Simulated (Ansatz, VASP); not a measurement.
**Two plane-wave programs on BN**

File INCAR:

```
SYSTEM = BN
PREC = Accurate
ENCUT = 520
EDIFF = 1E-7
ISMEAR = -1
SIGMA = 0.05
LREAL = .False.
LASPH = .True.
NELM = 60
ALGO = Normal
ISIF = 2
LWAVE = .False.
LCHARG = .False.
GGA = PE
NBANDS = 11
```

File KPOINTS:

```
Automatic mesh
0
Gamma
  13 13 13
  0 0 0
```

Contents of POSCAR:

```
BN
1.0
    0.0000000000      1.8008328414      1.8008328414
    1.8008328414      0.0000000000      1.8008328414
    1.8008328414      1.8008328414      0.0000000000
N B
1 1
Direct
    0.2500000000      0.2500000000      0.2500000000
    0.0000000000      0.0000000000      0.0000000000
```

input.yaml

```yaml
crystal:
  lattice:
    - [0.0, 1.8008328414, 1.8008328414]
    - [1.8008328414, 0.0, 1.8008328414]
    - [1.8008328414, 1.8008328414, 0.0]
  atoms:
    - { symbol: "N", position: [0.25, 0.25, 0.25] }
    - { symbol: B, position: [0.0, 0.0, 0.0] }
hamiltonian:
  xc: pbe
  pseudopotentials: { kind: paw }
kpoints:
  mp_grid: { grid: [13, 13, 13] }
scf:
  occupations: { method: fermi_dirac, width: 0.05 }
output:
  forces: true
  stress: true
  eigenvalues: true
```

Change from the starting cell: volume scaled by 0.98.

Alike in both runs: task single point; functional PBE; k mesh 13 × 13 × 13; occupations fermi-dirac, width 0.05 eV; no spin polarisation.

|  | VASP | Ansatz |
| --- | --- | --- |
| version | VASP 6.6.1 | Ansatz 0.2.0 |
| potentials or method | VASP PAW PBE potentials, release 64 (N, B) | Ansatz PAW |
| plane-wave cutoff (eV) | 520 | 420 |
| valence electrons in the cell | 8 | 8 |

|  | VASP | Ansatz | Ansatz less VASP |
| --- | --- | --- | --- |
| gap on the k mesh at the Fermi level (eV) | 4.55 | 4.56 | +0.013 |
| least direct gap on the mesh (eV) | 8.87 | 8.88 | +0.011 |
| pressure (GPa) | 7.7 | 7.4 | -0.30 |

With one functional, cell and mesh, what is left measures potentials, basis and numerics.

Caveats: an odd mesh through Γ misses points on the zone boundary, where band edges often lie (VASP); odd divisions of the mesh miss points on the zone boundary, where band edges often lie, so the gap on the mesh can be too wide (Ansatz); the pressure holds a Pulay correction of +1.1 GPa for the finite cutoff (Ansatz).
